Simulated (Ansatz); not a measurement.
All numbers below come from DFT PBE, scalar-relativistic, plane waves, PAW (Ansatz 0.2.0). Settings: cutoff 420 eV, Γ-centred meshes spaced at most about 0.3 Å⁻¹, and about 0.25 Å⁻¹ or finer for metals (2π included), Gaussian smearing. No spin polarisation.

These are static total energies at zero pressure.

Compare these two cells of MoSe, each relaxed at this level.

A.

Space group P6_3/mmc (No. 194). a = 3.284 Å, b = 3.284 Å, c = 7.151 Å, α = 90.00°, β = 90.00°, γ = 120.00°
```json
{"atom": "Mo", "site": "2a", "symmetry": "-3m.", "x": "0.0000", "y": "0.0000", "z": "0.0000"}
{"atom": "Se", "site": "2c", "symmetry": "-6m2", "x": "0.3333", "y": "0.6667", "z": "0.2500"}
```

B.

Space group R-3m:H (No. 166). a = 3.101 Å, b = 3.101 Å, c = 11.764 Å, α = 90.00°, β = 90.00°, γ = 120.00°
```tsv
atom	site	symmetry	x	y	z
Mo	3a	-3m	0.0000	0.0000	0.0000
Se	3b	-3m	0.3333	0.6667	0.1667
```

Question: Which would you expect to be lower, and how large is the difference?

Answer: A is lower, by 84 meV/atom. A has space group P6_3/mmc (No. 194), 16.7 Å³/atom and no gap on its mesh; B has Mo and Se ordered on fcc sites, space group R-3m (No. 166), 16.3 Å³/atom and no gap. Even the lower one lies +0.07 eV/atom against the reference forms of the elements (uncorrected), so neither is stable at this level. In A, around Mo lie 6 Se at 2.61 Å; around Se lie 6 Mo at 2.61 Å. In B, Mo is surrounded by 6 Se at 2.66 Å and 6 Mo at 3.10 Å; Se has 6 Mo at 2.66 Å and 6 Se at 3.10 Å. Both come from invented guesses.

Cells relaxed within their symmetry can be saddle points.
